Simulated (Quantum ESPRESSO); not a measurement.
# Cu (Fm-3m) in Quantum ESPRESSO: convergence with wavefunction cutoff

Aim: find how far wavefunction cutoff must go before the results for Cu settle, at PBE. This setting moves, with any that are tied to it; all else stays.

Everything below comes from runs of Quantum ESPRESSO 7.5. Logs are shortened: lines on timing, memory, paths and dates and some standing lists are left out, and cuts for length are marked.

**1. The crystal as given**

Symmetry: Fm-3m, No. 225, cubic system. Conventional cell: a = 3.615 Å, b = 3.615 Å, c = 3.615 Å, α = 90.00°, β = 90.00°, γ = 90.00°. Cu (site symmetry m-3m) is surrounded by 12 Cu at 2.56 Å.

**2. With wavefunction cutoff 22 Ry**

Input file pw.in:

```
&CONTROL
  calculation = 'scf'
  prefix = 'pwscf'
  outdir = './tmp'
  pseudo_dir = './pseudo'
  tprnfor = .true.
  tstress = .true.
  disk_io = 'nowf'
/
&SYSTEM
  ibrav = 0
  nat = 1
  ntyp = 1
  ecutwfc = 22
  ecutrho = 440
  nbnd = 11
  occupations = 'smearing'
  smearing = 'mv'
  degauss = 0.00367493
/
&ELECTRONS
  conv_thr = 2d-10
  electron_maxstep = 120
  mixing_beta = 0.5
/
ATOMIC_SPECIES
Cu    63.5460 Cu.paw.z_11.ld1.psl.v1.0.0-low.upf
CELL_PARAMETERS angstrom
   0.0000000000    1.8075000000    1.8075000000
   1.8075000000    0.0000000000    1.8075000000
   1.8075000000    1.8075000000    0.0000000000
ATOMIC_POSITIONS crystal
Cu     0.0000000000    0.0000000000    0.0000000000
K_POINTS automatic
13 13 13 0 0 0
```

Potentials or basis: SSSP 1.3 efficiency PBE.

Launch:

```sh
$ OMP_NUM_THREADS=1 pw.x -in pw.in > pw.out
```

Run time: 6.3 s. Hardware: 1 thread of Arm Neoverse V1, shared host; peak memory 0.07 GiB.

Results:

* Free energy: -2894.5061 eV
* Pressure: -321.4 GPa
* Band gap on the k mesh: none (metal or under the smearing width)

**3. With wavefunction cutoff 28 Ry**

Edit pw.in of step 2 so:

```diff
@@ -13,3 +13,3 @@
   ntyp = 1
-  ecutwfc = 22
+  ecutwfc = 28
   ecutrho = 440
```

Potentials or basis: SSSP 1.3 efficiency PBE.

Launch:

```sh
$ OMP_NUM_THREADS=1 pw.x -in pw.in > pw.out
```

Run time: 7.9 s. Hardware: 1 thread of Arm Neoverse V1, shared host; peak memory 0.07 GiB.

Results:

```yaml
Free_energy: -2898.8445 eV
Pressure: -49.6 GPa
Band_gap_on_the_k_mesh: none (metal or under the smearing width)
```

**4. With wavefunction cutoff 33 Ry**

Edit pw.in of step 3 so:

```diff
@@ -13,3 +13,3 @@
   ntyp = 1
-  ecutwfc = 28
+  ecutwfc = 33
   ecutrho = 440
```

Launch:

```sh
$ OMP_NUM_THREADS=1 pw.x -in pw.in > pw.out
```

Run time: 7.6 s. Hardware: 1 thread of Arm Neoverse V1, shared host; peak memory 0.07 GiB.

Results:

| Item | Value |
| --- | --- |
| Free energy | -2899.2482 eV |
| Pressure | -3.8 GPa |
| Band gap on the k mesh | none (metal or under the smearing width) |

**5. With wavefunction cutoff 38 Ry**

Edit pw.in of step 4 so:

```diff
@@ -13,3 +13,3 @@
   ntyp = 1
-  ecutwfc = 33
+  ecutwfc = 38
   ecutrho = 440
```

Launch:

```sh
$ OMP_NUM_THREADS=1 pw.x -in pw.in > pw.out
```

Run time: 6.6 s. Hardware: 1 thread of Arm Neoverse V1, shared host; peak memory 0.07 GiB.

Results:

```
Free energy            : -2899.2729 eV
Pressure               : 1.6 GPa
Band gap on the k mesh : none (metal or under the smearing width)
```

**6. With wavefunction cutoff 44 Ry**

Edit pw.in of step 5 so:

```diff
@@ -13,3 +13,3 @@
   ntyp = 1
-  ecutwfc = 38
+  ecutwfc = 44
   ecutrho = 440
```

Potentials or basis: SSSP 1.3 efficiency PBE.

Launch:

```sh
$ OMP_NUM_THREADS=1 pw.x -in pw.in > pw.out
```

Run time: 10 s. Hardware: 1 thread of Arm Neoverse V1, shared host; peak memory 0.07 GiB.

The run converged. Its results:

```
Free energy            : -2899.2906 eV
Pressure               : -0.1 GPa
Band gap on the k mesh : none (metal or under the smearing width)
```

**7. With wavefunction cutoff 50 Ry**

Edit pw.in of step 6 so:

```diff
@@ -13,3 +13,3 @@
   ntyp = 1
-  ecutwfc = 44
+  ecutwfc = 50
   ecutrho = 440
```

Launch:

```sh
$ OMP_NUM_THREADS=1 pw.x -in pw.in > pw.out
```

Wall time 11 s (1 thread of Arm Neoverse V1, shared host); peak memory 0.08 GiB.

It converged, with:

```yaml
Free_energy: -2899.3170 eV
Pressure: 0.3 GPa
Band_gap_on_the_k_mesh: none (metal or under the smearing width)
```

**8. With wavefunction cutoff 55 Ry**

Edit pw.in of step 7 so:

```diff
@@ -13,3 +13,3 @@
   ntyp = 1
-  ecutwfc = 50
+  ecutwfc = 55
   ecutrho = 440
```

Launch:

```sh
$ OMP_NUM_THREADS=1 pw.x -in pw.in > pw.out
```

Run time: 11 s. Hardware: 1 thread of Arm Neoverse V1, shared host; peak memory 0.08 GiB.

Results (log left out):

```
Free energy            : -2899.3274 eV
Pressure               : 1.2 GPa
Band gap on the k mesh : none (metal or under the smearing width)
```

**9. With wavefunction cutoff 66 Ry**

Edit pw.in of step 8 so:

```diff
@@ -13,4 +13,4 @@
   ntyp = 1
-  ecutwfc = 55
-  ecutrho = 440
+  ecutwfc = 66
+  ecutrho = 528
   nbnd = 11
```

Potentials or basis: SSSP 1.3 efficiency PBE.

Launch:

```sh
$ OMP_NUM_THREADS=1 pw.x -in pw.in > pw.out
```

Run time: 11 s. Hardware: 1 thread of Arm Neoverse V1, shared host; peak memory 0.09 GiB.

The run converged. Its results:

| Property | Result |
| --- | --- |
| Free energy | -2899.3300 eV |
| Pressure | 1.7 GPa |
| Band gap on the k mesh | none (metal or under the smearing width) |

**10. With wavefunction cutoff 82 Ry**

Edit pw.in of step 9 so:

```diff
@@ -13,4 +13,4 @@
   ntyp = 1
-  ecutwfc = 66
-  ecutrho = 528
+  ecutwfc = 82
+  ecutrho = 656
   nbnd = 11
```

Potentials or basis: SSSP 1.3 efficiency PBE.

Launch:

```sh
$ OMP_NUM_THREADS=1 pw.x -in pw.in > pw.out
```

pw.out:

```text
This program is part of the open-source Quantum ESPRESSO suite
     for quantum simulation of materials; please cite
         "P. Giannozzi et al., J. Phys.:Condens. Matter 21 395502 (2009);
         "P. Giannozzi et al., J. Phys.:Condens. Matter 29 465901 (2017);
         "P. Giannozzi et al., J. Chem. Phys. 152 154105 (2020);
     in publications or presentations arising from this work. More details at

     file Cu.paw.z_11.ld1.psl.v1.0.0-low.upf: wavefunction(s)  4S 3D renormalized
     Message from routine setup:
     using ibrav=0 with symmetry is DISCOURAGED, use correct ibrav instead

     G-vector sticks info
     --------------------
     sticks:   dense  smooth     PW     G-vecs:    dense   smooth      PW
     Sum        1045     517    163                22419     7943    1459

     Using Slab Decomposition

     bravais-lattice index     =            0
     lattice parameter (alat)  =       4.8305  a.u.
     unit-cell volume          =      79.7006 (a.u.)^3
     number of atoms/cell      =            1
     number of atomic types    =            1
     number of electrons       =        11.00
     number of Kohn-Sham states=           11
     kinetic-energy cutoff     =      82.0000  Ry
     charge density cutoff     =     656.0000  Ry
     scf convergence threshold =      2.0E-10
     mixing beta               =       0.5000
     number of iterations used =            8  plain     mixing
     Exchange-correlation= SLA  PW   PBX  PBC
                           (   1   4   3   4   0   0   0)

     celldm(1)=   4.830501  celldm(2)=   0.000000  celldm(3)=   0.000000
     celldm(4)=   0.000000  celldm(5)=   0.000000  celldm(6)=   0.000000

[... 8 lines left out ...]
               b(3) = (  0.707107  0.707107 -0.707107 )

     PseudoPot. # 1 for Cu read from file:
     Cu.paw.z_11.ld1.psl.v1.0.0-low.upf
     Pseudo is Projector augmented-wave + core cor, Zval = 11.0
     Generated using &quot;atomic&quot; code by A. Dal Corso  v.6.3MaX
     Shape of augmentation charge: PSQ
     Using radial grid of 1199 points,  6 beta functions with:
                l(1) =   0
                l(2) =   0
                l(3) =   1
                l(4) =   1
                l(5) =   2
                l(6) =   2
     Q(r) pseudized with 0 coefficients

     atomic species   valence    mass     pseudopotential
     Cu               11.00    63.54600     Cu( 1.00)

     48 Sym. Ops., with inversion, found

   Cartesian axes

     site n.     atom                  positions (alat units)
         1        Cu     tau(   1) = (   0.0000000   0.0000000   0.0000000  )

     number of k points=    84  Marzari-Vanderbilt smearing, width (Ry)=  0.0037
                       cart. coord. in units 2pi/alat
        k(    1) = (   0.0000000   0.0000000   0.0000000), wk =   0.0009103
        k(    2) = (   0.0543928   0.0543928  -0.0543928), wk =   0.0072827
        k(    3) = (   0.1087857   0.1087857  -0.1087857), wk =   0.0072827
        k(    4) = (   0.1631785   0.1631785  -0.1631785), wk =   0.0072827
        k(    5) = (   0.2175713   0.2175713  -0.2175713), wk =   0.0072827
        k(    6) = (   0.2719641   0.2719641  -0.2719641), wk =   0.0072827
[... 76 lines left out ...]
        k(   83) = (   0.0000000  -0.4351426   0.6527140), wk =   0.0218480
        k(   84) = (  -0.0543928  -0.3807498   0.7071068), wk =   0.0218480

     Dense  grid:    22419 G-vectors     FFT dimensions: (  40,  40,  40)

     Smooth grid:     7943 G-vectors     FFT dimensions: (  27,  27,  27)

     Initial potential from superposition of free atoms

     starting charge      10.9998, renormalised to      11.0000
     Starting wfcs are    9 randomized atomic wfcs +    2 random wfcs

     Self-consistent Calculation

     iteration #  1     ecut=    82.00 Ry     beta= 0.50
     Davidson diagonalization with overlap
     ethr =  1.00E-02,  avg # of iterations =  4.5

     Threshold (ethr) on eigenvalues was too large:
     Diagonalizing with lowered threshold

     Davidson diagonalization with overlap
     ethr =  5.74E-04,  avg # of iterations =  1.2

     total energy              =    -213.06842427 Ry
     estimated scf accuracy    <       0.06283067 Ry

     iteration #  2     ecut=    82.00 Ry     beta= 0.50
     Davidson diagonalization with overlap
     ethr =  5.71E-04,  avg # of iterations =  2.1

     total energy              =    -213.08457983 Ry
     estimated scf accuracy    <       0.07967965 Ry

     iteration #  3     ecut=    82.00 Ry     beta= 0.50
     Davidson diagonalization with overlap
     ethr =  5.71E-04,  avg # of iterations =  1.1

     total energy              =    -213.09708061 Ry
     estimated scf accuracy    <       0.00017376 Ry

     iteration #  4     ecut=    82.00 Ry     beta= 0.50
     Davidson diagonalization with overlap
     ethr =  1.58E-06,  avg # of iterations =  3.6

     total energy              =    -213.09711939 Ry
     estimated scf accuracy    <       0.00005511 Ry

     iteration #  5     ecut=    82.00 Ry     beta= 0.50
     Davidson diagonalization with overlap
     ethr =  5.01E-07,  avg # of iterations =  1.0

     total energy              =    -213.09712694 Ry
     estimated scf accuracy    <       0.00000005 Ry

     iteration #  6     ecut=    82.00 Ry     beta= 0.50
     Davidson diagonalization with overlap
     ethr =  4.27E-10,  avg # of iterations =  3.9

     total energy              =    -213.09712698 Ry
     estimated scf accuracy    <       0.00000015 Ry

     iteration #  7     ecut=    82.00 Ry     beta= 0.50
     Davidson diagonalization with overlap
     ethr =  4.27E-10,  avg # of iterations =  1.5

     total energy              =    -213.09712699 Ry
     estimated scf accuracy    <          5.7E-09 Ry

     iteration #  8     ecut=    82.00 Ry     beta= 0.50
     Davidson diagonalization with overlap
     ethr =  5.18E-11,  avg # of iterations =  1.4

     End of self-consistent calculation

          k = 0.0000 0.0000 0.0000 (   965 PWs)   bands (ev):

     3.2623   9.6551   9.6551   9.6551  10.4857  10.4857  35.5724  37.9676
    37.9676  37.9676  40.3525

          k = 0.0544 0.0544-0.0544 (   965 PWs)   bands (ev):

     3.4773   9.6096   9.6954   9.6954  10.4704  10.4704  33.9361  36.3717
    37.3071  37.3071  41.3331

          k = 0.1088 0.1088-0.1088 (   986 PWs)   bands (ev):

     4.1079   9.4982   9.7824   9.7824  10.4561  10.4561  29.9879  35.9787
    36.3525  36.3525  42.3820

          k = 0.1632 0.1632-0.1632 (   989 PWs)   bands (ev):

     5.0969   9.4005   9.8195   9.8195  10.5307  10.5307  26.0447  35.5034
    35.6001  35.6001  41.7018

          k = 0.2176 0.2176-0.2176 (   995 PWs)   bands (ev):

     6.2731   9.4971   9.7640   9.7640  10.7170  10.7170  22.3895  34.8872
    35.1006  35.1006  39.8971

          k = 0.2720 0.2720-0.2720 (  1002 PWs)   bands (ev):

     7.1943   9.6816   9.6816  10.1685  10.9182  10.9182  19.1699  34.3364
    34.8349  34.8349  38.5456

          k = 0.3264 0.3264-0.3264 (   999 PWs)   bands (ev):

     7.5407   9.6283   9.6283  11.0429  11.0429  11.3524  16.8150  34.0208
    34.7430  34.7430  37.8090

          k = 0.1088-0.0000 0.0000 (   969 PWs)   bands (ev):

     3.5487   9.5701   9.7236   9.7236  10.4092  10.5168  34.6222  35.7209
    35.7209  36.9130  41.9210

          k = 0.1632 0.0544-0.0544 (   982 PWs)   bands (ev):

     4.0403   9.4634   9.8087   9.8126  10.3399  10.5448  31.4716  34.4283
    34.8843  37.7570  40.7291

          k = 0.2176 0.1088-0.1088 (   983 PWs)   bands (ev):

     4.9122   9.3424   9.8472   9.8797  10.3796  10.6177  27.4815  33.4809
    34.3240  38.2271  39.4139

          k = 0.2720 0.1632-0.1632 (   989 PWs)   bands (ev):

     6.0446   9.3167   9.7606   9.8583  10.6291  10.7761  23.7160  32.9010
    33.8149  36.2376  40.0318

          k = 0.3264 0.2176-0.2176 (  1001 PWs)   bands (ev):

     7.0934   9.5961   9.6717   9.7831  10.9529  11.0544  20.3179  32.7167
    33.3052  34.6916  39.9189

          k = 0.3807 0.2720-0.2720 (  1003 PWs)   bands (ev):

     7.5985   9.5610   9.7141  10.2437  11.0573  11.8407  17.5387  32.5419
    32.9631  34.0150  39.9129

          k =-0.2720-0.3807 0.3807 (   999 PWs)   bands (ev):

     7.6867   9.5483   9.6874  10.4659  11.0371  12.3900  16.5127  31.7484
    33.6675  34.0882  39.0558
[... 303 lines left out ...]
     7.7489   8.8822   9.4413  10.4946  10.6065  11.9971  23.7891  24.6676
    28.7372  37.0825  38.5891

          k =-0.2176-0.4351 0.6527 (  1010 PWs)   bands (ev):

     8.3437   8.9298   9.2844  10.3971  10.8531  13.2796  20.8306  24.3796
    27.0811  37.4317  39.9398

          k =-0.1632-0.3807 0.5983 (  1004 PWs)   bands (ev):

     8.5859   8.8783   9.3710  10.2963  10.9935  15.0984  18.0209  24.8392
    25.7908  37.2983  40.3197

          k =-0.1632-0.4895 0.7071 (  1014 PWs)   bands (ev):

     8.2491   8.6965   9.6065  10.6738  10.9503  13.5844  22.5187  23.5405
    24.4604  36.2026  38.3020

          k =-0.1088-0.4351 0.6527 (  1003 PWs)   bands (ev):

     8.4799   8.7926   9.4613  10.5271  11.0767  15.4970  19.8807  23.0295
    23.5838  37.0890  40.7748

          k =-0.0544-0.3807 0.5983 (  1005 PWs)   bands (ev):

     8.6429   8.8807   9.2970  10.4243  11.0718  17.0707  18.0317  22.1006
    24.3397  37.6663  41.8600

          k = 0.0000-0.3264 0.5439 (  1005 PWs)   bands (ev):

     8.6569   9.0465   9.0492  10.4352  10.9507  14.9901  20.2184  22.0067
    25.5301  38.3999  40.4371

          k =-0.0544-0.4895 0.7071 (  1000 PWs)   bands (ev):

     8.2468   8.5904   9.9217  10.6909  11.1736  15.7933  20.9511  21.8308
    23.0052  35.7639  38.1341

          k = 0.0000-0.4351 0.6527 (  1001 PWs)   bands (ev):

     8.4314   8.7609   9.6003  10.5373  11.1719  17.4127  19.4897  20.6159
    23.2816  36.9339  41.0276

          k =-0.0544-0.3807 0.7071 (  1009 PWs)   bands (ev):

     8.5337   9.0081   9.2490  10.4582  11.1728  17.5311  19.4931  21.4651
    21.9500  39.9725  40.7918

     the Fermi energy is    12.8762 ev

!    total energy              =    -213.09712699 Ry
     total all-electron energy =     -3309.976893 Ry
     estimated scf accuracy    <          6.0E-11 Ry
     smearing contrib. (-TS)   =      -0.00002059 Ry
     internal energy E=F+TS    =    -213.09710640 Ry

     The total energy is F=E-TS. E is the sum of the following terms:
     one-electron contribution =     -28.03725019 Ry
     hartree contribution      =      30.62297167 Ry
     xc contribution           =     -44.62730467 Ry
     ewald contribution        =     -81.20905878 Ry
     one-center paw contrib.   =     -89.84646443 Ry

     convergence has been achieved in   8 iterations

     Forces acting on atoms (cartesian axes, Ry/au):

     atom    1 type  1   force =     0.00000000    0.00000000    0.00000000

     Total force =     0.000000     Total SCF correction =     0.000000

     Computing stress (Cartesian axis) and pressure

          total   stress  (Ry/bohr**3)                   (kbar)     P=       15.99
   0.00010868   0.00000000   0.00000000           15.99        0.00        0.00
   0.00000000   0.00010868   0.00000000            0.00       15.99        0.00
   0.00000000   0.00000000   0.00010868            0.00        0.00       15.99

=------------------------------------------------------------------------------=
   JOB DONE.
=------------------------------------------------------------------------------=
```

It took 18 s on 1 thread of Arm Neoverse V1, shared host; peak memory 0.12 GiB.

Results:

* Free energy: -2899.3341 eV
* Pressure: 1.6 GPa
* Band gap on the k mesh: none (metal or under the smearing width)

**11. The series at a glance**

```
wavefunction cutoff  energy less the tightest run, at zero smearing (meV/atom)  pressure (GPa)  SCF cycles  CPU time (s)  peak memory (GiB)
              22 Ry                                                    4828.06         -321.37          10           6.3               0.07
              28 Ry                                                     489.62          -49.61           9           7.9               0.07
              33 Ry                                                      85.91           -3.84           8           7.6               0.07
              38 Ry                                                      61.17            1.55           8           6.6               0.07
              44 Ry                                                      43.48           -0.13           8            10               0.07
              50 Ry                                                      17.15            0.29           8            11               0.08
              55 Ry                                                       6.68            1.23           8            11               0.08
              66 Ry                                                       4.09            1.68           8            11               0.09
              82 Ry                                                       0.00            1.60           8            18               0.12
```

Against the tightest run, the pressure stays within 0.1 GPa from 66 Ry on. Not settled before the last step: the energy (to 1 meV/atom). The tightest run that finished is the yardstick and may itself not be fully converged.
